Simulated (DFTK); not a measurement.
# MgS (Niningerite) (Fm-3m) in DFTK: settings compared

The runs below take MgS (Niningerite) through band structure, equation of state, with PBE, RPBE.

Program: DFTK 0.8.2. These are calculated values, not measurements. Logs are shortened: lines on timing, memory, paths and dates and some standing lists are left out, and cuts for length are marked.

### Step 1. The crystal as given

It takes space group Fm-3m (No. 225, cubic). The conventional cell has a = 5.203 Å, b = 5.203 Å, c = 5.203 Å, α = 90.00°, β = 90.00°, γ = 90.00°. S (site symmetry m-3m) has 6 Mg at 2.60 Å as nearest neighbours. Mg (site symmetry m-3m) is surrounded by 6 S at 2.60 Å.

### Step 2. Band structure, PBE

Input file run.jl:

```julia
using DFTK
using PseudoPotentialData
using Unitful, UnitfulAtomic
using LinearAlgebra, Printf
include("save.jl")
disable_threading()

lines     = readlines("MgS.xyz")
cell_ang  = reshape(parse.(Float64, split(match(r"Lattice=\"([^\"]+)\"", lines[2])[1])), 3, 3)
lattice   = austrip(1u"Å") * cell_ang
symbols   = [Symbol(split(l)[1]) for l in lines[3:end]]
positions = [round.(cell_ang \ parse.(Float64, split(l)[2:4]); digits=9) for l in lines[3:end]]
pseudopotentials = PseudoFamily("cp2k.nc.sr.pbe.v0_1.largecore.gth")
elements = Dict(s => ElementPsp(s, pseudopotentials) for s in unique(symbols))
atoms    = [elements[s] for s in symbols]

build_model(lattice, positions; symmetries=true) =
    model_DFT(lattice, atoms, positions;
              functionals=PBE(),
              temperature=austrip(0.05u"eV"),
              smearing=Smearing.FermiDirac(),
              symmetries)
Ecut  = 30.0  # hartree
kgrid = [9, 9, 9]
tol   = 1e-6
to_GPa = ustrip(uconvert(u"GPa", 1u"hartree/bohr^3"))

model = build_model(lattice, positions)
basis = PlaneWaveBasis(model; Ecut, kgrid)
display(basis)
scfres = self_consistent_field(basis;
                               tol,
                               nbandsalg=AdaptiveBands(model; n_bands_converge=9))
display(scfres.energies)
@printf "Fermi level: %.6f eV\n" ustrip(auconvert(u"eV", something(scfres.εF, NaN)))
forces = compute_forces_cart(scfres)
println("Forces (eV/Å)")
for (s, f) in zip(symbols, forces)
    @printf "%-3s %12.6f %12.6f %12.6f\n" s ustrip.(auconvert.(u"eV/Å", f))...
end
stress = compute_stresses_cart(scfres)
println("Stress (GPa)")
display(round.(stress * to_GPa; digits=4))
println("Levels at the first k-point (eV): ", round.(ustrip.(auconvert.(u"eV", scfres.eigenvalues[1][1:scfres.n_bands_converge])); digits=4))
save_scf!(scfres; forces, stress)

points = Dict("G" => [0.0, 0.0, 0.0], "K" => [0.375, 0.375, 0.75], "L" => [0.5, 0.5, 0.5], "U" => [0.625, 0.25, 0.625], "W" => [0.5, 0.25, 0.75], "X" => [0.5, 0.0, 0.5])
segments = [("G", "X", 7), ("X", "W", 4), ("W", "K", 3), ("K", "G", 7), ("G", "L", 6), ("L", "U", 4), ("U", "W", 3), ("W", "L", 5), ("L", "K", 4), ("U", "X", 3)]
kcoords = vcat([[points[a] + t * (points[b] - points[a]) for t in range(0, 1, n)] for (a, b, n) in segments]...)
bands = compute_bands(scfres, ExplicitKpoints(kcoords); n_bands=11, tol=1e-5)
for (k, ε) in zip(bands.basis.kpoints, bands.eigenvalues)
    @printf "%d %8.4f %8.4f %8.4f " k.spin k.coordinate...
    println(join([@sprintf("%9.4f", e) for e in ustrip.(auconvert.(u"eV", ε .- scfres.εF))]))
end
results["band_energies"] = rows(bands.eigenvalues); results["band_kpoints"] = rows(kcoords)
```

Input file MgS.xyz:

```xyz
2
Lattice="0.0000000000 2.6016500000 2.6016500000 2.6016500000 0.0000000000 2.6016500000 2.6016500000 2.6016500000 0.0000000000" Properties=species:S:1:pos:R:3 pbc="T T T"
S      2.6016500000      2.6016500000      2.6016500000
Mg     0.0000000000      0.0000000000      0.0000000000
```

Potentials or basis: cp2k.nc.sr.pbe.v0_1.largecore.gth (PBE, GTH, large core).

On the command line:

```console
$ julia --threads=1 run.jl  # save.jl only writes the numbers to a file and isn't shown; printed stress counts tension as positive; times include loading and compiling
```

Output:

```text
PlaneWaveBasis discretization:

    Ecut                 : 30.0 Ha
    fft_size             : (40, 40, 40), 64000 total points
    kgrid                : MonkhorstPack([9, 9, 9])
    num.   red. kpoints  : 729
    num. irred. kpoints  : 35

    Discretized Model(gga_x_pbe+gga_c_pbe, 3D):
        lattice (in Bohr)    : [0         , 4.91641   , 4.91641   ]
                               [4.91641   , 0         , 4.91641   ]
                               [4.91641   , 4.91641   , 0         ]
        unit cell volume     : 237.67 Bohr³

        atoms                : MgS
        pseudopot. family    : PseudoFamily("cp2k.nc.sr.pbe.v0_1.largecore.gth")

        num. electrons       : 8
        spin polarization    : none
        temperature          : 0.0018375 Ha
        smearing             : DFTK.Smearing.FermiDirac()

        terms                : Kinetic()
                               AtomicLocal()
                               AtomicNonlocal()
                               Ewald(nothing)
                               PspCorrection()
                               Hartree()
                               Xc(gga_x_pbe, gga_c_pbe)
                               Entropy()
n     Energy            log10(ΔE)   log10(Δρ)   Diag   Δtime
---   ---------------   ---------   ---------   ----   ------
  1   -11.15836465187                   -0.53    4.5    2.80s
  2   -11.20408260899       -1.34       -1.29    2.3    2.30s
  3   -11.20452548889       -3.35       -1.95    2.2    1.34s
  4   -11.20454504861       -4.71       -2.71    1.7    1.95s
  5   -11.20454673162       -5.77       -3.86    2.5    2.38s
  6   -11.20454678846       -7.25       -4.44    3.6    1.73s
  7   -11.20454678883       -9.43       -5.24    2.0    1.89s
  8   -11.20454678886      -10.64       -6.10    2.7    2.20s
Energy breakdown (in Ha):
    Kinetic             4.4057383
    AtomicLocal         -5.8254858
    AtomicNonlocal      2.2213066
    Ewald               -10.6555517
    PspCorrection       -0.1444023
    Hartree             1.5769694
    Xc                  -2.7831213
    Entropy             -0.0000000

    total               -11.204546788858
Fermi level: 7.115869 eV
Forces (eV/Å)
S      -0.000000    -0.000000    -0.000000
Mg      0.000000     0.000000     0.000000
Stress (GPa)
3×3 StaticArraysCore.SMatrix{3, 3, Float64, 9} with indices SOneTo(3)×SOneTo(3):
 -1.4916   0.0      0.0
  0.0     -1.4916   0.0
  0.0      0.0     -1.4916
Levels at the first k-point (eV): [-7.0488, 5.6177, 5.6177, 5.6177, 9.3702, 13.5991, 13.5991, 13.5991, 15.9941]
1   0.0000   0.0000   0.0000  -14.1647  -1.4982  -1.4982  -1.4982   2.2544   6.4832   6.4832   6.4832   8.8782   8.8782  11.0116
1   0.0833   0.0000   0.0833  -14.0744  -2.0115  -1.6508  -1.6508   2.8452   5.9844   6.7851   6.7851   7.8367   8.9941  11.8064
1   0.1667   0.0000   0.1667  -13.8161  -3.0176  -2.0246  -2.0246   3.8665   5.0389   6.4334   7.5840   7.5840   9.3325  12.6898
1   0.2500   0.0000   0.2500  -13.4302  -4.0325  -2.4616  -2.4616   3.5721   4.1514   6.7264   8.6698   8.6698   9.8590  13.8910
1   0.3333   0.0000   0.3333  -12.9945  -4.8859  -2.8391  -2.8391   2.4644   3.4756   8.2349   9.8824   9.8824  10.4938  15.2594
1   0.4167   0.0000   0.4167  -12.6321  -5.4724  -3.0877  -3.0877   1.6563   3.0592   9.7434  11.0691  11.1096  11.1096  14.8657
[... 38 lines left out ...]
1   0.5625   0.1250   0.5625  -12.4777  -5.5589  -3.7308  -3.0895   1.8013   3.5528   9.7186   9.8057  11.3327  13.3916  13.7301
1   0.5000   0.0000   0.5000  -12.4873  -5.6859  -3.1738  -3.1738   1.3699   2.9190  10.4759  11.3160  11.8640  11.8640  14.0657
```

Wall time 40 s (1 thread of Intel Xeon 6975P-C (Granite Rapids), shared host); peak memory 1.6 GiB.

Results:

```yaml
Free_energy: -304.8913 eV
Band_gap_on_the_k_mesh: 3.00 eV, indirect (least direct gap 3.75 eV)
Band_gap_along_the_path: 2.87 eV, indirect (least direct gap 3.75 eV)
```

Levels at the corners of the path, in eV from the valence-band top:
| point | band 1 | band 2 | band 3 | band 4 | band 5 | band 6 | band 7 | band 8 | band 9 |
| --- | --- | --- | --- | --- | --- | --- | --- | --- | --- |
| Γ | -12.67 | 0.00 | 0.00 | 0.00 | 3.75 | 7.98 | 7.98 | 7.98 | 10.38 |
| X | -10.99 | -4.19 | -1.68 | -1.68 | 2.87 | 4.42 | 11.97 | 12.81 | 13.36 |
| W | -10.95 | -3.22 | -3.22 | -2.33 | 5.32 | 7.95 | 7.95 | 8.09 | 14.34 |
| K | -10.99 | -3.69 | -3.16 | -1.35 | 3.97 | 6.72 | 9.71 | 10.05 | 11.92 |
| Γ | -12.67 | 0.00 | 0.00 | 0.00 | 3.75 | 7.98 | 7.98 | 7.98 | 10.38 |
| L | -11.37 | -4.81 | -0.58 | -0.58 | 4.54 | 6.92 | 6.92 | 10.19 | 12.24 |
| U | -10.99 | -3.69 | -3.16 | -1.35 | 3.97 | 6.72 | 9.71 | 10.05 | 11.92 |
| W | -10.95 | -3.22 | -3.22 | -2.33 | 5.32 | 7.95 | 7.95 | 8.09 | 14.34 |
| L | -11.37 | -4.81 | -0.58 | -0.58 | 4.54 | 6.92 | 6.92 | 10.19 | 12.24 |
| K | -10.99 | -3.69 | -3.16 | -1.35 | 3.97 | 6.72 | 9.71 | 10.05 | 11.92 |
| U | -10.99 | -3.69 | -3.16 | -1.35 | 3.97 | 6.72 | 9.71 | 10.05 | 11.92 |
| X | -10.99 | -4.19 | -1.68 | -1.68 | 2.87 | 4.42 | 11.97 | 12.81 | 13.36 |

Caveat: the cutoff is short for these potentials, so energies and forces aren't converged, fitted volumes are rough and the log's stress (off by 3 to 10 GPa or more in trials) isn't used; this set keeps more shells in the core, which shifts pressures and gaps; the mesh misses the band edges, which the band path finds closer together. As with any semilocal functional, this PBE gap is likely too small.

### Step 3. Equation of state, RPBE

Input file run.jl:

```julia
using DFTK
using PseudoPotentialData
using Unitful, UnitfulAtomic
using LinearAlgebra, Printf
include("save.jl")
disable_threading()

lines = readlines("MgS.cif")
tag(name) = parse(Float64, split(only(filter(startswith(name), lines)))[2])
a, b, c = tag.(["_cell_length_a", "_cell_length_b", "_cell_length_c"])
α, β, γ = deg2rad.(tag.(["_cell_angle_alpha", "_cell_angle_beta", "_cell_angle_gamma"]))
cx, cy  = cos(β), (cos(α) - cos(β) * cos(γ)) / sin(γ)
lattice = austrip(1u"Å") * [a b*cos(γ) c*cx; 0 b*sin(γ) c*cy; 0 0 c*sqrt(1 - cx^2 - cy^2)]
sites     = split.(lines[findlast(startswith("_atom_site_"), lines)+1:end])
symbols   = [Symbol(s[2]) for s in sites]
positions = [parse.(Float64, s[5:7]) for s in sites]
pseudopotentials = PseudoFamily("dojo.nc.sr.pbe.v0_4_1.standard.upf")
elements = Dict(s => ElementPsp(s, pseudopotentials) for s in unique(symbols))
atoms    = [elements[s] for s in symbols]

build_model(lattice, positions; symmetries=true) =
    model_DFT(lattice, atoms, positions;
              functionals=[:gga_x_rpbe, :gga_c_pbe],
              temperature=austrip(0.05u"eV"),
              smearing=Smearing.FermiDirac(),
              symmetries)
Ecut  = 42.0  # hartree
kgrid = [6, 6, 6]
tol   = 1e-6
to_GPa = ustrip(uconvert(u"GPa", 1u"hartree/bohr^3"))

results["points"] = []
for scale in [0.94, 0.96, 0.98, 1.0, 1.02, 1.04, 1.06]
    println("\n=== scale = ", scale)
    model = build_model(cbrt(scale) * lattice, positions)
    basis = PlaneWaveBasis(model; Ecut, kgrid)
    t0 = time()
    scfres = self_consistent_field(basis;
                                   tol,
                                   nbandsalg=AdaptiveBands(model; n_bands_converge=13))
    seconds = time() - t0
    @printf "SCF: %d iterations, %.1f s\n" scfres.n_iter seconds
    forces = compute_forces_cart(scfres)
    stress = compute_stresses_cart(scfres)
    @printf "V = %.5f Å^3  F = %.8f Ha  max force = %.5f eV/Å  p = %.4f GPa\n" ustrip(auconvert(u"Å^3", model.unit_cell_volume)) scfres.energies.total ustrip(auconvert(u"eV/Å", maximum(norm, forces))) (-tr(stress) / 3 * to_GPa)
    push!(results["points"], save_scf!(scfres; forces, stress, d=Dict{String,Any}("seconds" => seconds, "n_matvec" => get(scfres, :n_matvec, 0))))
end

# third-order Birch-Murnaghan fit in x = V^(-2/3)
V = [0.94, 0.96, 0.98, 1.0, 1.02, 1.04, 1.06] * abs(det(lattice))
E = [p["total"] for p in results["points"]]
x = V .^ (-2 / 3)
c = [x .^ 0 x x .^ 2 x .^ 3] \ E
Δ = c[3]^2 - 3c[2] * c[4]
if Δ > 0
    x0 = (-c[3] + sqrt(Δ)) / 3c[4]
    B0 = 4 / 9 * x0^(7 / 2) * (2c[3] + 6c[4] * x0)
    @printf "V0 = %.4f Å^3  B0 = %.2f GPa\n" ustrip(auconvert(u"Å^3", x0^(-3 / 2))) B0 * to_GPa
end
```

Input file MgS.cif:

```cif
data_MgS
_cell_length_a 3.67928871
_cell_length_b 3.67928871
_cell_length_c 3.67928871
_cell_angle_alpha 60.00000000
_cell_angle_beta 60.00000000
_cell_angle_gamma 60.00000000
_space_group_name_H-M_alt 'P1'
_space_group_name_Hall 'P 1'
_space_group_IT_number 1
loop_
_space_group_symop_operation_xyz
'x,y,z'
loop_
_atom_site_label
_atom_site_type_symbol
_atom_site_symmetry_multiplicity
_atom_site_Wyckoff_symbol
_atom_site_fract_x
_atom_site_fract_y
_atom_site_fract_z
_atom_site_occupancy
S1 S 1 a 0.5000000000 0.5000000000 0.5000000000 1
Mg1 Mg 1 a 0.0000000000 0.0000000000 0.0000000000 1
```

Potentials or basis: dojo.nc.sr.pbe.v0_4_1.standard.upf (PBE).

On the command line:

```console
$ julia --threads=1 run.jl  # save.jl only writes the numbers to a file and isn't shown; printed stress counts tension as positive; times include loading and compiling
```

Wall time 5.3 min (1 thread of Intel Xeon 6975P-C (Granite Rapids), shared host); peak memory 1.6 GiB.

The run converged. Its results:

```yaml
Equilibrium_volume: 18.37 Å³/atom
Bulk_modulus: 70 GPa
Pressure_derivative_of_the_bulk_modulus: 4.1
```

Energy against volume, from the lowest point:
| volume (Å³/atom) | energy (meV/atom) |
| --- | --- |
| 16.553 | 46.52 |
| 16.905 | 29.18 |
| 17.257 | 16.25 |
| 17.609 | 7.32 |
| 17.962 | 2.02 |
| 18.314 | 0.00 |
| 18.666 | 0.96 |

Caveat: the potentials were made for another functional, which shifts forces and pressure.
